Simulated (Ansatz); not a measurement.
C:

```
CELL_PARAMETERS angstrom
2.12732 -1.22828 0.00000
2.12732 1.22828 0.00000
-1.37907 0.00000 3.50283
ATOMIC_POSITIONS crystal
C 0.16664 0.16664 0.99991
C 0.83336 0.83336 0.00009
```

This is a stacking variant of graphite.

| Item | Value |
| --- | --- |
| Program | Ansatz 0.2.0 |
| Task | single point |
| Functional | PBE |
| Potentials or basis | Ansatz PAW |
| Cutoff | 420 eV (not typed: the program's choice for these potentials) |
| k mesh | 13 × 13 × 8 |
| Occupations | fermi-dirac, width 0.05 eV |
| Spin | no spin polarisation |

On this cell: pressure 3.8 GPa; largest force 0.004 eV/Å; band gap on the k mesh 0.93 eV, indirect (least direct gap 0.94 eV).

The same run follows on a disturbed copy (atoms moved at random, drawn with an rms of 0.05 Å):

```xyz
2
Lattice="2.1273 -1.2283 0.0000 2.1273 1.2283 0.0000 -1.3791 0.0000 3.5028" Properties=species:S:1:pos:R:3 pbc="T T T"
C    -0.6644    0.0420    3.5101
C     3.5618    0.0039    0.0229
```

Task: What changes?

Result: The energy moves by +22.3 meV/atom; pressure 4.5 GPa; largest force 2.146 eV/Å; band gap on the k mesh 0.50 eV, direct.

Forces in eV/Å, atoms in the order of the input:
```
C    0.519 -2.067  0.249
C   -0.519  2.067 -0.249
```

Stress tensor (GPa, compression positive):
```
 6.83  4.20 -0.10
 4.20  4.44  0.30
-0.10  0.30  2.15
```

Caveats: odd divisions of the mesh miss points on the zone boundary, where band edges often lie, so the gap on the mesh can be too wide; this functional lacks dispersion, which binds the layers, so the pressure and a relaxed spacing across them are unreliable (some runs).

A k mesh can miss the band edges.
